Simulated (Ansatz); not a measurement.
# BAs: band gap under strain

Aim: follow the gap of BAs built on the zincblende prototype through these states: no strain; -4.0 % equal strain in all directions; -3.0 % equal strain in all directions. The table at the end shows which levels were run.

The runs shown are made with Ansatz 0.2.0. PAW datasets, plane waves. (Simulation; spin polarisation is off.)

**1. Starting point**

The unstrained cell was relaxed with r2SCAN; in each strained cell the atoms were relaxed again with r2SCAN. Names of k-points are those of the unstrained zone, where strain can split equivalent points. First state: no strain.

It is cubic, F-43m (No. 216); a = 4.784 Å in the conventional setting, 13.68 Å³ an atom. B has 4 As at 2.07 Å; As has 4 B at 2.07 Å.

The structure in full:

```xyz
2
Lattice="0.0000 2.3919 2.3919 2.3919 0.0000 2.3919 2.3919 2.3919 0.0000" Properties=species:S:1:pos:R:3 pbc="T T T"
B     0.0000    0.0000    0.0000
As    1.1959    1.1959    1.1959
```

**2. No strain: PBE**

input.yaml

```yaml
crystal:
  lattice:
    - [0.0, 2.3918676041, 2.3918676041]
    - [2.3918676041, 0.0, 2.3918676041]
    - [2.3918676041, 2.3918676041, 0.0]
  atoms:
    - { symbol: B, position: [0.0, 0.0, 0.0] }
    - { symbol: As, position: [0.25, 0.25, 0.25] }
kpoints:
  mp_grid: { grid: [10, 10, 10] }
  band_path:
    path:
      - [0.0, 0.0, 0.0]
      - [-0.5, -0.5, 0.0]
      - [-0.375, -0.375, 0.25]
      - [-0.375, 0.0, 0.375]
      - [0.0, 0.0, 0.5]
      - [-0.5, -0.25, 0.25]
      - [0.0, 0.398437, 0.398438]
    npoints: 1
hamiltonian:
  xc: pbe
scf:
  occupations: { method: fermi_dirac, width: 0.02 }
  n_extra_bands: 4
output:
  forces: true
  stress: true
  eigenvalues: true
  write_density: true
  write_potential: true
  elf: true
  volumetric_format: npy
```

Launch:

```sh
$ ansatz run input.yaml --threads 2 --pin off --max-ram 18432MiB --backend cpu --events-out ev --progress --plain --runs-dir out
```

The runs that follow: No strain: r2SCAN; No strain: HSE06; No strain: r2SCAN+SOC; No strain: r2SCAN; No strain: G0W0@PBE; -4.0 % equal strain in all directions: PBE; -4.0 % equal strain in all directions: r2SCAN; -4.0 % equal strain in all directions: HSE06; -4.0 % equal strain in all directions: r2SCAN+SOC; -4.0 % equal strain in all directions: r2SCAN; -4.0 % equal strain in all directions: G0W0@PBE; -3.0 % equal strain in all directions: PBE; -3.0 % equal strain in all directions: r2SCAN; -3.0 % equal strain in all directions: HSE06; -3.0 % equal strain in all directions: r2SCAN+SOC; -3.0 % equal strain in all directions: r2SCAN; -3.0 % equal strain in all directions: G0W0@PBE.

**Question.** What will these runs give?

**Answer**, as computed:

Least gap in eV (negative: overlap), with the change from the unstrained cell in brackets. G0W0 is on its own coarse mesh.

```
                                state  volume change (%)           PBE        r2SCAN         HSE06          G0W0
                            no strain               +0.0          1.19          1.39          1.83          1.91
-4.0 % equal strain in all directions              -11.5  1.06 (-0.13)  1.26 (-0.13)  1.71 (-0.12)  1.82 (-0.09)
-3.0 % equal strain in all directions               -8.7  1.09 (-0.10)  1.29 (-0.10)  1.74 (-0.09)  1.84 (-0.07)
```

**Reading.** With HSE06, of the states in the table -4.0 % equal strain in all directions shifts the gap most, by -0.128 eV. PBE and HSE06 differ by 0.64 eV on the unstrained gap, and by at most 0.00 eV on its change: the two disagree on the size of the gap but agree on its response to strain. G0W0 values are finite-basis, finite-mesh values.
